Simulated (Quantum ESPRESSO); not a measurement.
Pt under changes of volume

One of the cells (15.080 Å³/atom); the others are scaled copies at fixed shape and fractional positions:

```
CELL_PARAMETERS angstrom
0.00000 1.96090 1.96090
1.96090 0.00000 1.96090
1.96090 1.96090 0.00000
ATOMIC_POSITIONS crystal
Pt 0.00000 0.00000 0.00000
```

```yaml
Program: Quantum ESPRESSO 7.5
Functional: PBE
Dispersion: D3(BJ)
Potentials_or_basis: PseudoDojo 0.4.1 SR PBE standard
Cutoff: 1143 eV
Density_cutoff: 4572 eV
k_mesh: 12 × 12 × 12
Occupations: fermi-dirac, width 0.05 eV
Spin: no spin polarisation
```

| volume (Å³/atom) | energy over the lowest point (meV/atom) | pressure (GPa) |
| --- | --- | --- |
| 14.175 | 76.25 | 24.5 |
| 14.477 | ? | ? |
| 14.778 | 13.31 | 9.6 |
| 15.080 | 1.19 | 3.4 |
| 15.381 | 0.00 | -2.0 |
| 15.683 | 8.47 | -6.8 |
| 15.985 | 25.46 | -11.1 |

Q: What does the run at 14.477 Å³/atom give?

A: Energy over the lowest point 37.78 meV/atom; pressure 16.6 GPa.

Worked out: A Birch-Murnaghan fit of order 3 (a polynomial in V^(-2/3)) to the other rows has its minimum at 15.26 Å³/atom with B0 = V·E''(V) = 272 GPa and B' = 5.3. It gives 37.73 meV/atom at 14.477 Å³/atom, against the run's 37.78, and -dE/dV = 16.6 GPa, against 16.6.

Energies are extrapolated to zero smearing.

Caveats: pairwise dispersion overbinds metals, which lowers pressure and volume.
